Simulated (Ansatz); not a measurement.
# GaP: the cost of one run

Method: DFT PBE, scalar-relativistic, plane waves, PAW, in Ansatz 0.2.0.

## 1. The system as given

The structure is cubic, space group F-43m (No. 216). The conventional cell has a = 5.451 Å, b = 5.451 Å, c = 5.451 Å, α = 90.00°, β = 90.00°, γ = 90.00°. Ga (site symmetry -43m) has 4 P at 2.36 Å as nearest neighbours. P (site symmetry -43m) has 4 Ga at 2.36 Å as nearest neighbours.

Structure file:

```xyz
54
Lattice="0.0000 8.1758 8.1758 8.1758 0.0000 8.1758 8.1758 8.1758 0.0000" Properties=species:S:1:pos:R:3 pbc="T T T"
Ga    0.0000    0.0000    0.0000
Ga    2.7252    2.7252    0.0000
Ga    5.4505    5.4505    0.0000
Ga    2.7252    0.0000    2.7252
Ga    5.4505    2.7252    2.7252
Ga    8.1758    5.4505    2.7252
Ga    5.4505    0.0000    5.4505
Ga    8.1758    2.7252    5.4505
Ga   10.9010    5.4505    5.4505
Ga    0.0000    2.7252    2.7252
Ga    2.7252    5.4505    2.7252
Ga    5.4505    8.1758    2.7252
Ga    2.7252    2.7252    5.4505
Ga    5.4505    5.4505    5.4505
Ga    8.1758    8.1758    5.4505
Ga    5.4505    2.7252    8.1758
Ga    8.1758    5.4505    8.1758
Ga   10.9010    8.1758    8.1758
Ga    0.0000    5.4505    5.4505
Ga    2.7252    8.1758    5.4505
Ga    5.4505   10.9010    5.4505
Ga    2.7252    5.4505    8.1758
Ga    5.4505    8.1758    8.1758
Ga    8.1758   10.9010    8.1758
Ga    5.4505    5.4505   10.9010
Ga    8.1758    8.1758   10.9010
Ga   10.9010   10.9010   10.9010
P     1.3626    1.3626    1.3626
P     4.0879    4.0879    1.3626
P     6.8131    6.8131    1.3626
P     4.0879    1.3626    4.0879
P     6.8131    4.0879    4.0879
P     9.5384    6.8131    4.0879
P     6.8131    1.3626    6.8131
P     9.5384    4.0879    6.8131
P    12.2636    6.8131    6.8131
P     1.3626    4.0879    4.0879
P     4.0879    6.8131    4.0879
P     6.8131    9.5384    4.0879
P     4.0879    4.0879    6.8131
P     6.8131    6.8131    6.8131
P     9.5384    9.5384    6.8131
P     6.8131    4.0879    9.5384
P     9.5384    6.8131    9.5384
P    12.2636    9.5384    9.5384
P     1.3626    6.8131    6.8131
P     4.0879    9.5384    6.8131
P     6.8131   12.2636    6.8131
P     4.0879    6.8131    9.5384
P     6.8131    9.5384    9.5384
P     9.5384   12.2636    9.5384
P     6.8131    6.8131   12.2636
P     9.5384    9.5384   12.2636
P    12.2636   12.2636   12.2636
```

The runs take a perfect supercell of 54 atoms; the defect goes to fractional position (0.083, 0.083, 0.083).

## 2. The perfect supercell

File input.yaml:

```yaml
crystal:
  lattice:
    - [0.0, 8.17575, 8.17575]
    - [8.17575, 0.0, 8.17575]
    - [8.17575, 8.17575, 0.0]
  atoms:
    - { symbol: Ga, position: [0.0, 0.0, 0.0] }
    - { symbol: Ga, position: [0.0, 0.0, 0.333333] }
    - { symbol: Ga, position: [0.0, 0.0, 0.666667] }
    - { symbol: Ga, position: [0.0, 0.333333, 0.0] }
    - { symbol: Ga, position: [0.0, 0.333333, 0.333333] }
    - { symbol: Ga, position: [0.0, 0.333333, 0.666667] }
    - { symbol: Ga, position: [0.0, 0.666667, 0.0] }
    - { symbol: Ga, position: [0.0, 0.666667, 0.333333] }
    - { symbol: Ga, position: [0.0, 0.666667, 0.666667] }
    - { symbol: Ga, position: [0.333333, 0.0, 0.0] }
    - { symbol: Ga, position: [0.333333, 0.0, 0.333333] }
    - { symbol: Ga, position: [0.333333, 0.0, 0.666667] }
    - { symbol: Ga, position: [0.333333, 0.333333, 0.0] }
    - { symbol: Ga, position: [0.333333, 0.333333, 0.333333] }
    - { symbol: Ga, position: [0.333333, 0.333333, 0.666667] }
    - { symbol: Ga, position: [0.333333, 0.666667, 0.0] }
    - { symbol: Ga, position: [0.333333, 0.666667, 0.333333] }
    - { symbol: Ga, position: [0.333333, 0.666667, 0.666667] }
    - { symbol: Ga, position: [0.666667, 0.0, 0.0] }
    - { symbol: Ga, position: [0.666667, 0.0, 0.333333] }
    - { symbol: Ga, position: [0.666667, 0.0, 0.666667] }
    - { symbol: Ga, position: [0.666667, 0.333333, 0.0] }
    - { symbol: Ga, position: [0.666667, 0.333333, 0.333333] }
    - { symbol: Ga, position: [0.666667, 0.333333, 0.666667] }
    - { symbol: Ga, position: [0.666667, 0.666667, 0.0] }
    - { symbol: Ga, position: [0.666667, 0.666667, 0.333333] }
    - { symbol: Ga, position: [0.666667, 0.666667, 0.666667] }
    - { symbol: P, position: [0.083333, 0.083333, 0.083333] }
    - { symbol: P, position: [0.083333, 0.083333, 0.416667] }
    - { symbol: P, position: [0.083333, 0.083333, 0.75] }
    - { symbol: P, position: [0.083333, 0.416667, 0.083333] }
    - { symbol: P, position: [0.083333, 0.416667, 0.416667] }
    - { symbol: P, position: [0.083333, 0.416667, 0.75] }
    - { symbol: P, position: [0.083333, 0.75, 0.083333] }
    - { symbol: P, position: [0.083333, 0.75, 0.416667] }
    - { symbol: P, position: [0.083333, 0.75, 0.75] }
    - { symbol: P, position: [0.416667, 0.083333, 0.083333] }
    - { symbol: P, position: [0.416667, 0.083333, 0.416667] }
    - { symbol: P, position: [0.416667, 0.083333, 0.75] }
    - { symbol: P, position: [0.416667, 0.416667, 0.083333] }
    - { symbol: P, position: [0.416667, 0.416667, 0.416667] }
    - { symbol: P, position: [0.416667, 0.416667, 0.75] }
    - { symbol: P, position: [0.416667, 0.75, 0.083333] }
    - { symbol: P, position: [0.416667, 0.75, 0.416667] }
    - { symbol: P, position: [0.416667, 0.75, 0.75] }
    - { symbol: P, position: [0.75, 0.083333, 0.083333] }
    - { symbol: P, position: [0.75, 0.083333, 0.416667] }
    - { symbol: P, position: [0.75, 0.083333, 0.75] }
    - { symbol: P, position: [0.75, 0.416667, 0.083333] }
    - { symbol: P, position: [0.75, 0.416667, 0.416667] }
    - { symbol: P, position: [0.75, 0.416667, 0.75] }
    - { symbol: P, position: [0.75, 0.75, 0.083333] }
    - { symbol: P, position: [0.75, 0.75, 0.416667] }
    - { symbol: P, position: [0.75, 0.75, 0.75] }
basis:
  ecutwfc: 420
  fft_grid_basis: typed
kpoints:
  mp_grid: { grid: [1, 1, 1] }
hamiltonian:
  xc: pbe
  pseudopotentials: { kind: paw }
scf:
  occupations: { method: gaussian, width: 0.05 }
output:
  forces: true
  stress: false
  eigenvalues: true
  bader: false
  write_density: true
  volumetric_format: npy
```

On the command line:

```bash
> ansatz run input.yaml --threads 8 --pin off --max-ram 16384MiB --backend cpu --events-out ev --progress --plain --runs-dir out
```

Q: Estimate wall time and peak memory on 8 threads of Arm Neoverse N1, shared host.

About 8.6 s, with a peak of 1.3 GiB.
